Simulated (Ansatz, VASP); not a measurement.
**Ba in VASP and in Ansatz**

Contents of INCAR:

```
SYSTEM = Ba
PREC = Accurate ; ENCUT = 520
EDIFF = 1E-7 ; ISMEAR = 0
SIGMA = 0.1 ; LREAL = .False.
LASPH = .True. ; NELM = 100
ALGO = Normal ; ISIF = 2
LWAVE = .False. ; LCHARG = .True.
GGA = CA ; LELF = .True.
LVHAR = .True. ; NBANDS = 17
```

KPOINTS

```
Automatic mesh
0
Gamma
  3 3 6
  0 0 0
```

The input POSCAR:

```
Ba
1.0
    6.9960670735      0.0000000000      0.0000000000
   -3.4980335368      6.0587718122      0.0000000000
    0.0000000000      0.0000000000      3.9093935500
Ba
2
Direct
    0.3333333300      0.6666666700      0.5000000000
    0.6666666700      0.3333333300      0.5000000000
```

Input for Ansatz:

```yaml
crystal:
  lattice:
    - [6.9960670735, 0.0, 0.0]
    - [-3.4980335368, 6.0587718122, 0.0]
    - [0.0, 0.0, 3.90939355]
  atoms:
    - { symbol: Ba, position: [0.33333333, 0.66666667, 0.5] }
    - { symbol: Ba, position: [0.66666667, 0.33333333, 0.5] }
basis:
  ecutwfc: 420
kpoints:
  mp_grid: { grid: [3, 3, 6] }
hamiltonian:
  xc: lda
scf:
  occupations: { method: gaussian, width: 0.1 }
output:
  forces: true
  stress: true
  eigenvalues: true
```

This isn't the form of Ba at room conditions, which is bcc.

Alike in both runs: task single point; functional LDA; k mesh 3 × 3 × 6; occupations gaussian, width 0.1 eV; no spin polarisation.

|  | VASP | Ansatz |
| --- | --- | --- |
| version | VASP 6.6.1 | Ansatz 0.2.0 |
| potentials or method | VASP PAW LDA potentials, release 64 (Ba_sv) | scalar-relativistic, plane waves, PAW |
| plane-wave cutoff (eV) | 520 | 420 |
| valence electrons in the cell | 20 | 20 |

Ansatz gave:

```
gap on the k mesh at the Fermi level (eV)       : none
pressure (GPa)                                  : -0.6
largest component of the traceless stress (GPa) : 0.45
```

**Question.** Estimate VASP's values.

**Answer.** gap on the k mesh at the Fermi level (eV): none; pressure (GPa): -0.5; largest component of the traceless stress (GPa): 0.43.

A gap of «none» marks a metal or a gap that the smearing closes.

Spin-orbit coupling is left out, which matters for the levels of Ba.
